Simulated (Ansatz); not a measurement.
Below is a relaxed structure of InAs4. The cell was found from a structure generator's guess, not taken from experiment.

These are results of Ansatz, DFT PBE+D3(BJ), scalar-relativistic, plane waves, PAW, not measurements. Cutoff 420 eV, Γ-centred mesh, Gaussian smearing, no spin polarisation.

```xyz
5
Lattice="6.0769 0.0000 0.0000 0.0000 6.0769 0.0000 0.0000 0.0000 2.8867" Properties=species:S:1:pos:R:3 pbc="T T T"
In    3.0384    3.0384    1.4434
As    4.3593    0.5718    0.0000
As    5.5051    4.3593    0.0000
As    0.5718    1.7176    0.0000
As    1.7176    5.5051    0.0000
```

Energies over the elements count from the elements' standard structures at the same level, with no fitted energy shifts.

Q: Find its symmetry and describe it.

A: P4/m (No. 83). Conventional cell: a = 6.077 Å, c = 2.887 Å. In is surrounded by 2 In at 2.89 Å and 8 As at 3.15 Å; As is surrounded by 2 As at 2.56 Å, 3 As at 2.88–2.89 Å and 2 In at 3.15 Å.

Q: How far does it lie from the elements in energy?

A: +0.12 eV/atom. A positive value: parting into the elements would lower its energy.

Q: Is it a metal?

A: Yes, bands cross the Fermi level on the 8×8×12 mesh.

The last run used an 8×8×12 mesh (in the run's order of axes) for its 5-atom cell and Gaussian smearing of 0.10 eV. An odd number of electrons in the primitive cell allows no gap without spin; a larger cell or a magnetic state could open one. The cell is a metal run without spin; a magnetic state may lie lower. This cell was reached by moving the atoms of another relaxed cell at random and relaxing again, last within the group found; it had no such test of its own.
